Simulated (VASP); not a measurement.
# CdF2 (Fm-3m) in VASP: notebook, part 2 of 2

VASP 6.6.1.

## 3. Relaxation of cell and atoms, r2SCAN

This run uses another cell than the first one, of 13.12 Å³/atom, 1.007 times its volume.

INCAR reads:

```
SYSTEM = CdF2
PREC     = Accurate       ! precision mode
ENCUT    = 600            ! plane-wave cutoff, eV
EDIFF    = 1E-7           ! SCF threshold, eV
ISMEAR   = 0              ! smearing method
SIGMA    = 0.03           ! smearing width, eV
LREAL    = .FALSE.        ! projectors in reciprocal space
LASPH    = .TRUE.         ! aspherical terms in the spheres
NELM     = 80             ! most SCF steps
ALGO     = Normal         ! electronic algorithm
ISIF     = 3              ! what is computed and relaxed
LWAVE    = .FALSE.        ! write WAVECAR
LCHARG   = .FALSE.        ! write CHGCAR
METAGGA  = R2SCAN         ! meta-GGA
LMIXTAU  = .TRUE.       
IBRION   = 2              ! ionic algorithm
NSW      = 90             ! ionic steps
EDIFFG   = -0.005         ! ionic threshold
```

KPOINTS reads:

```
Automatic mesh
0
G
  10 10 10
  0 0 0
```

POSCAR reads:

```
CdF2                                    
1.0
   -0.0000000000      2.7002006490      2.7002006490
    2.7002006490     -0.0000000000      2.7002006490
    2.7002006490      2.7002006490      0.0000000000
  Cd              F             
     1     2
Direct
     0.0000000000000000    0.0000000000000000    0.0000000000000000
     0.2500000000000000    0.2500000000000000    0.2500000000000000
     0.7500000000000000    0.7500000000000000    0.7500000000000000
```

Potentials or basis: VASP PAW PBE potentials, release 64 (Cd, F).

The run is started by

```sh
$ cat potpaw_PBE.64/Cd/POTCAR potpaw_PBE.64/F/POTCAR > POTCAR
$ mpirun -np 1 vasp_std > vasp.out
```

It took 66 s on 1 thread of Intel Xeon 6975P-C (Granite Rapids), shared host; peak memory 0.21 GiB.

It converged, with:

* Free energy: -33.7258 eV
* Pressure after relaxing: 0.0 GPa
* Band gap on the k mesh: 3.73 eV, indirect (least direct gap 4.24 eV)

Final structure:
```yaml
crystal:
  lattice:
    - [0.00000, 2.70020, 2.70020]
    - [2.70020, 0.00000, 2.70020]
    - [2.70020, 2.70020, 0.00000]
  atoms:
    - { symbol: Cd, position: [0.00000, 0.00000, 0.00000] }
    - { symbol: F, position: [0.25000, 0.25000, 0.25000] }
    - { symbol: F, position: [0.75000, 0.75000, 0.75000] }
```

Levels at points of the mesh, in eV from the valence-band top:
```
           k point  band 11  band 12  band 13  band 14  band 15  band 16
(0.00, 0.00, 0.00)    -0.50    -0.50    -0.50     3.73    13.59    13.59
(0.50, 0.00, 0.00)    -1.82    -0.40    -0.40     7.94     9.68    15.54
(0.50, 0.50, 0.00)    -0.49    -0.08    -0.08     8.83    10.51    12.18
```

Caveat: the relaxation stopped at its first step, so nothing moved; the PAW data sets were made with another functional, which shifts forces and pressure a little. r2SCAN opens gaps a little over a GGA but as a rule still falls short of measured ones.

## 4. Relaxation of cell and atoms, PBE

INCAR reads:

```
PREC = Accurate ; ENCUT = 600
EDIFF = 1E-6 ; ISMEAR = 0
SIGMA = 0.03 ; LREAL = False
LASPH = True ; NELM = 80
ALGO = Normal ; ISIF = 3
LWAVE = False ; LCHARG = False
GGA = PE ; IBRION = 2
NSW = 90 ; EDIFFG = -0.01
KPAR = 2
```

KPOINTS reads:

```
Automatic mesh
0
Gamma
  10 10 10
```

POSCAR reads:

```
CdF2
1.0
    0.0000000000      2.6940000000      2.6940000000
    2.6940000000      0.0000000000      2.6940000000
    2.6940000000      2.6940000000      0.0000000000
Cd F
1 2
Direct
    0.0000000000      0.0000000000      0.0000000000
    0.2500000000      0.2500000000      0.2500000000
    0.7500000000      0.7500000000      0.7500000000
```

The run is started by

```sh
$ cat potpaw_PBE.64/Cd/POTCAR potpaw_PBE.64/F/POTCAR > POTCAR
$ mpirun -np 2 vasp_std > vasp.out
```

Wall time 31 s (2 MPI ranks of Intel Xeon Platinum 8559C (Emerald Rapids), shared host); peak memory 0.18 GiB.

The run converged. Its results:

```
Free energy                            : -10.9031 eV
Relaxed volume                         : 13.78 Å³/atom
Relaxed cell                           : a = 3.882 Å, b = 3.882 Å, c = 3.882 Å, α = 60.00°, β = 60.00°, γ = 60.00°
Space group after relaxing (to 0.05 Å) : Fm-3m (No. 225)
Energy gained by relaxing              : 13.4 meV/atom
Ionic steps                            : 3
Pressure after relaxing                : 0.0 GPa
Band gap on the k mesh                 : 2.88 eV, indirect (least direct gap 3.43 eV)
```

The path:
| step | energy change (eV) | largest force (eV/Å) | pressure (GPa) | volume (Å³) |
| --- | --- | --- | --- | --- |
| 1 | 0.0000 | 0.0000 | 6.03 | 39.10 |
| 2 | -0.0378 | 0.0000 | -1.27 | 41.95 |
| 3 | -0.0401 | 0.0000 | 0.02 | 41.35 |

Final structure:
```
Cd F
1.0
     0.00000    2.74473    2.74473
     2.74473    0.00000    2.74473
     2.74473    2.74473    0.00000
Cd F
1 2
Direct
  0.00000 0.00000 0.00000
  0.25000 0.25000 0.25000
  0.75000 0.75000 0.75000
```

Levels at points of the mesh, in eV from the valence-band top:
```
           k point  band 9  band 10  band 11  band 12  band 13  band 14  band 15  band 16  band 17
(0.00, 0.00, 0.00)   -0.83    -0.83    -0.56    -0.56    -0.56     2.88    12.44    12.44    12.44
(0.50, 0.00, 0.00)   -2.03    -1.63    -1.63    -0.42    -0.42     6.76     8.97    14.02    14.02
(0.50, 0.50, 0.00)   -2.67    -2.67    -0.39    -0.08    -0.08     7.55     9.36    11.81    13.79
```

A k mesh can miss the band edges. PBE usually gives volumes a little too large and moduli too small.

## 5. Relaxation of cell and atoms, PBE

This run uses another cell than the first one, of 13.78 Å³/atom, 1.058 times its volume.

INCAR reads:

```
PREC = Accurate ; ENCUT = 600
EDIFF = 1E-7 ; ISMEAR = 0
SIGMA = 0.03 ; LREAL = False
LASPH = True ; NELM = 80
ALGO = Normal ; ISIF = 3
LWAVE = False ; LCHARG = False
GGA = PE ; IBRION = 2
NSW = 90 ; EDIFFG = -0.005
KPAR = 2
```

KPOINTS is that of step 4.

POSCAR reads:

```
CdF2                                    
1.0
    0.0000000000      2.7447277402      2.7447277402
    2.7447277402      0.0000000000      2.7447277402
    2.7447277402      2.7447277402     -0.0000000000
  Cd              F             
     1     2
Direct
     0.0000000000000000    0.0000000000000000    0.0000000000000000
     0.2500000000000000    0.2500000000000000    0.2500000000000000
     0.7500000000000000    0.7500000000000000    0.7500000000000000
```

The run is started by

```sh
$ cat potpaw_PBE.64/Cd/POTCAR potpaw_PBE.64/F/POTCAR > POTCAR
$ mpirun -np 2 vasp_std > vasp.out
```

Run time: 19 s. Hardware: 2 MPI ranks of Intel Xeon Platinum 8559C (Emerald Rapids), shared host; peak memory 0.19 GiB.

The run converged. Its results:

* Free energy: -10.9093 eV
* Relaxed volume: 13.77 Å³/atom
* Relaxed cell: a = 3.881 Å, b = 3.881 Å, c = 3.881 Å, α = 60.00°, β = 60.00°, γ = 60.00°
* Space group after relaxing (to 0.05 Å): Fm-3m (No. 225)
* Energy gained by relaxing: 0.0 meV/atom
* Ionic steps: 2
* Pressure after relaxing: 0.0 GPa
* Band gap on the k mesh: 2.88 eV, indirect (least direct gap 3.44 eV)

Final structure:
```
CELL_PARAMETERS angstrom
0.00000 2.74403 2.74403
2.74403 0.00000 2.74403
2.74403 2.74403 0.00000
ATOMIC_POSITIONS crystal
Cd 0.00000 0.00000 0.00000
F 0.25000 0.25000 0.25000
F 0.75000 0.75000 0.75000
```

Levels at points of the mesh, in eV from the valence-band top:
| k point | band 9 | band 10 | band 11 | band 12 | band 13 | band 14 | band 15 | band 16 | band 17 |
| --- | --- | --- | --- | --- | --- | --- | --- | --- | --- |
| (0.00, 0.00, 0.00) | -0.83 | -0.83 | -0.55 | -0.55 | -0.55 | 2.88 | 12.44 | 12.44 | 12.44 |
| (0.50, 0.00, 0.00) | -2.03 | -1.63 | -1.63 | -0.42 | -0.42 | 6.76 | 8.98 | 14.02 | 14.02 |
| (0.50, 0.50, 0.00) | -2.67 | -2.67 | -0.39 | -0.08 | -0.08 | 7.56 | 9.36 | 11.81 | 13.80 |

A k mesh can miss the band edges.

## 6. Relaxation of cell and atoms, PBEsol

INCAR reads:

```
PREC = Accurate ; ENCUT = 600
EDIFF = 1E-6 ; ISMEAR = 0
SIGMA = 0.03 ; LREAL = False
LASPH = True ; NELM = 80
ALGO = Normal ; ISIF = 3
LWAVE = False ; LCHARG = False
GGA = PS ; IBRION = 2
NSW = 90 ; EDIFFG = -0.01
KPAR = 4
```

KPOINTS is that of step 5.

POSCAR reads:

```
CdF2
1.0
    0.0000000000      2.6940000000      2.6940000000
    2.6940000000      0.0000000000      2.6940000000
    2.6940000000      2.6940000000      0.0000000000
Cd F
1 2
Direct
    0.0000000000      0.0000000000      0.0000000000
    0.2500000000      0.2500000000      0.2500000000
    0.7500000000      0.7500000000      0.7500000000
```

Potentials or basis: VASP PAW PBE potentials, release 64 (Cd, F).

The run is started by

```sh
$ cat potpaw_PBE.64/Cd/POTCAR potpaw_PBE.64/F/POTCAR > POTCAR
$ mpirun -np 4 vasp_std > vasp.out
```

Run time: 11 s. Hardware: 4 MPI ranks of Intel Xeon 6975P-C (Granite Rapids), shared host; peak memory 0.19 GiB.

The run converged. Its results:

```
Free energy                            : -11.5970 eV
Relaxed volume                         : 13.08 Å³/atom
Relaxed cell                           : a = 3.814 Å, b = 3.814 Å, c = 3.814 Å, α = 60.00°, β = 60.00°, γ = 60.00°
Space group after relaxing (to 0.05 Å) : Fm-3m (No. 225)
Energy gained by relaxing              : 0.1 meV/atom
Ionic steps                            : 3
Pressure after relaxing                : 0.0 GPa
Band gap on the k mesh                 : 2.90 eV, indirect (least direct gap 3.39 eV)
```

The path:
```tsv
step	energy change (eV)	largest force (eV/Å)	pressure (GPa)	volume (Å³)
1	0.0000	0.0000	0.40	39.10
2	-0.0001	0.0000	-0.15	39.29
3	-0.0002	0.0000	0.00	39.23
```

Final structure:
```xyz
3
Lattice="0.0000 2.6970 2.6970 2.6970 0.0000 2.6970 2.6970 2.6970 0.0000" Properties=species:S:1:pos:R:3 pbc="T T T"
Cd    0.0000    0.0000    0.0000
F     1.3485    1.3485    1.3485
F     4.0455    4.0455    4.0455
```

Levels at points of the mesh, in eV from the valence-band top:
```tsv
k point	band 10	band 11	band 12	band 13	band 14	band 15	band 16	band 17
(0.00, 0.00, 0.00)	-0.98	-0.49	-0.49	-0.49	2.90	12.50	12.50	12.50
(0.50, 0.00, 0.00)	-1.86	-1.86	-0.39	-0.39	7.04	8.97	14.29	14.29
(0.50, 0.50, 0.00)	-2.99	-0.50	-0.08	-0.08	7.86	9.45	11.69	14.09
```

Caveat: the PAW data sets were made with another functional, which shifts forces and pressure a little.

## 7. The runs side by side

| level | gap on the mesh (eV) | pressure (GPa) | relaxed volume (Å³/atom) |
| --- | --- | --- | --- |
| r2SCAN | 3.73 | 0.0 | - |
| PBE | 2.88 | 0.0 | 13.77 |
| PBEsol | 2.90 | 0.0 | 13.08 |

Alike in all rows: task relaxation of cell and atoms; potentials or basis VASP PAW PBE potentials, release 64 (Cd, F); no spin polarisation; cell relaxed; k mesh 10 × 10 × 10; cutoff (eV) 600; smearing gaussian 0.03 eV.

Caveats: the PAW data sets were made with another functional, which shifts forces and pressure a little (some runs); the relaxation stopped at its first step, so nothing moved (some runs).

Total energies depend on the potentials used, so only differences within one code and one set of settings carry meaning.
